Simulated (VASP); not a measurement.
# Ba (Im-3m) in VASP: settings compared, part 2 of 2

VASP 6.6.1.

## Step 3: Electric field gradients, vdW-DF-cx, spin-orbit coupling, no magnetisation (volume scaled by 1.04)

INCAR reads:

```
AGGAC    = 0.0          
ALGO     = Normal         # electronic algorithm
EDIFF    = 1E-8           # SCF threshold, eV
ENCUT    = 520            # plane-wave cutoff, eV
GGA      = CX             # functional
GGA_COMPAT= F            
ISIF     = 2              # what is computed and relaxed
ISMEAR   = -5             # smearing method
LASPH    = T              # aspherical terms in the spheres
LCHARG   = F              # write CHGCAR
LEFG     = T            
LORBIT   = 11             # projections on sites
LREAL    = F              # projectors in reciprocal space
LSORBIT  = T              # spin-orbit coupling
LUSE_VDW = T            
LWAVE    = F              # write WAVECAR
MAGMOM   = 0 0 0          # initial moments
NELM     = 80             # most SCF steps
PREC     = Accurate       # precision mode
SIGMA    = 0.05           # smearing width, eV
```

KPOINTS reads:

```
k-points
0
Gamma
  6 6 6
```

POSCAR reads:

```
Ba
1.0
   -2.5394840457      2.5394840457      2.5394840457
    2.5394840457     -2.5394840457      2.5394840457
    2.5394840457      2.5394840457     -2.5394840457
Ba
1
Cartesian
    0.0000000000      0.0000000000      0.0000000000
```

Potentials or basis: VASP PAW PBE potentials, release 64 (Ba_sv).

Command:

```console
> cat potpaw_PBE.64/Ba_sv/POTCAR > POTCAR
> mpirun -np 1 vasp_ncl > vasp.out
```

OUTCAR:

```text
EDIFF = 1E-8
   ENCUT = 520
   GGA = CX
   ISIF = 2
   ISMEAR = -5
   LASPH = T
   LORBIT = 11
   LREAL = F
   LSORBIT = T
   NELM = 80
   PREC = Accurate

 ion  position               nearest neighbor table
   1  0.000  0.000  0.000-

  LATTYP: Found a body centered cubic cell.
 ALAT       =     5.0789680914

  Lattice vectors:

 A1 = (  -2.5394840457,   2.5394840457,   2.5394840457)
 A2 = (   2.5394840457,  -2.5394840457,   2.5394840457)
 A3 = (   2.5394840457,   2.5394840457,  -2.5394840457)

Analysis of symmetry for initial positions (statically):
=====================================================================
 Subroutine PRICEL returns:
 Original cell was already a primitive cell.

 Routine SETGRP: Setting up the symmetry group for a
 body centered cubic supercell.

 Subroutine GETGRP returns: Found 48 space group operations
 (whereof 48 operations were pure point group operations)
 out of a pool of 48 trial point group operations.

The static configuration has the point symmetry O_h .

Analysis of symmetry for dynamics (positions and initial velocities):
=====================================================================
 Subroutine PRICEL returns:
 Original cell was already a primitive cell.

 Routine SETGRP: Setting up the symmetry group for a
 body centered cubic supercell.

 Subroutine GETGRP returns: Found 48 space group operations
 (whereof 48 operations were pure point group operations)
 out of a pool of 48 trial point group operations.

The dynamic configuration has the point symmetry O_h .

Analysis of structural, dynamic, and magnetic symmetry:
[... 759 lines left out ...]
----------------------------------------------------------------------
   1      -0.000    -0.000     0.000       0.000
----------------------------------------------------------------------

 Eigenvectors
----------------------------------------------------------------------

 ion   1
 xx      -0.717     0.696     0.021
 yy      -0.390    -0.426     0.816
 zz      -0.577    -0.577    -0.577

----------------------------------------------------------------------

           NMR quadrupolar parameters

 Cq : quadrupolar parameter    Cq=e*Q*V_zz/h
 eta: asymmetry parameters     (V_yy - V_xx)/ V_zz
 Q  : nuclear electric quadrupole moment in mb (millibarn)
----------------------------------------------------------------------
 ion       Cq(MHz)       eta       Q (mb)
----------------------------------------------------------------------
   1       0.000       0.000       1.000
----------------------------------------------------------------------

--------------------------------------------------------------------------------------------------------

 -----------------------------------------------------------------------------
|                                                                             |
|           W    W    AA    RRRRR   N    N  II  N    N   GGGG   !!!           |
|           W    W   A  A   R    R  NN   N  II  NN   N  G    G  !!!           |
|           W    W  A    A  R    R  N N  N  II  N N  N  G       !!!           |
|           W WW W  AAAAAA  RRRRR   N  N N  II  N  N N  G  GGG   !            |
|           WW  WW  A    A  R   R   N   NN  II  N   NN  G    G                |
|           W    W  A    A  R    R  N    N  II  N    N   GGGG   !!!           |
|                                                                             |
|     Tetrahedron method does not include variations of the Fermi             |
|     occupations, so forces and stress will be inaccurate. We suggest        |
|     using a different smearing scheme ISMEAR = 1 or 2 for metals in         |
|     relaxations.                                                            |
|                                                                             |
 -----------------------------------------------------------------------------

 Spin-Orbit-Coupling matrix elements

 Ion:    1  E_soc:     -0.4002999
 l=   1
     0.0000000    -0.0666400    -0.0666400
    -0.0666400     0.0000000    -0.0666400
    -0.0666400    -0.0666400     0.0000000
 l=   2
     0.0000000     0.0000285     0.0000000     0.0000285    -0.0001051
     0.0000285     0.0000000    -0.0000788     0.0000285    -0.0000263
     0.0000000    -0.0000788     0.0000000    -0.0000788     0.0000000
     0.0000285     0.0000285    -0.0000788     0.0000000    -0.0000263
    -0.0001051    -0.0000263     0.0000000    -0.0000263     0.0000000
 l=   3
     0.0000000     0.0000000     0.0000000     0.0000000     0.0000000     0.0000000     0.0000000
     0.0000000     0.0000000     0.0000000     0.0000000     0.0000000     0.0000000     0.0000000
     0.0000000     0.0000000     0.0000000     0.0000000     0.0000000     0.0000000     0.0000000
     0.0000000     0.0000000     0.0000000     0.0000000     0.0000000     0.0000000     0.0000000
     0.0000000     0.0000000     0.0000000     0.0000000     0.0000000     0.0000000     0.0000000
     0.0000000     0.0000000     0.0000000     0.0000000     0.0000000     0.0000000     0.0000000
[... 26 lines left out ...]
 BZINTS: Fermi energy:    1.368747;   10.000000 electrons
         Band energy:-0.129473E+03;  BLOECHL correction:   -0.026790
 BZINTS: Fermi energy:    1.368747;   10.000000 electrons
         Band energy:-0.129473E+03;  BLOECHL correction:   -0.026790
 BZINTS: Fermi energy:    1.368747;   10.000000 electrons
         Band energy:-0.129473E+03;  BLOECHL correction:   -0.026790
 BZINTS: Fermi energy:    1.368747;   10.000000 electrons
         Band energy:-0.129473E+03;  BLOECHL correction:   -0.026790

=======================================================================
```

stdout:

```text
POSCAR found type information on POSCAR Ba
 POSCAR found :  1 types and       1 ions
 scaLAPACK will be used
 -----------------------------------------------------------------------------
|                                                                             |
[... 39 lines left out ...]
|     occupations, so forces and stress will be inaccurate. We suggest        |
|     using a different smearing scheme ISMEAR = 1 or 2 for metals in         |
|     relaxations.                                                            |
|                                                                             |
 -----------------------------------------------------------------------------
```

Run time: 3.2 min. Hardware: 1 thread of Intel Xeon Platinum 8488C (Sapphire Rapids), shared host; peak memory 0.73 GiB.

What came out:

```
Free energy                                           : -0.0285 eV
Pressure                                              : -0.8 GPa
Valence electrons inside the program's atomic spheres : Ba 7.87
```

Electric field gradients, principal values (V/Å²):
| atom | Vxx | Vyy | Vzz |
| --- | --- | --- | --- |
| 1 Ba | 0.000 | 0.000 | 0.000 |

Caveat: the PAW data sets were made with another functional, which shifts forces and pressure a little.
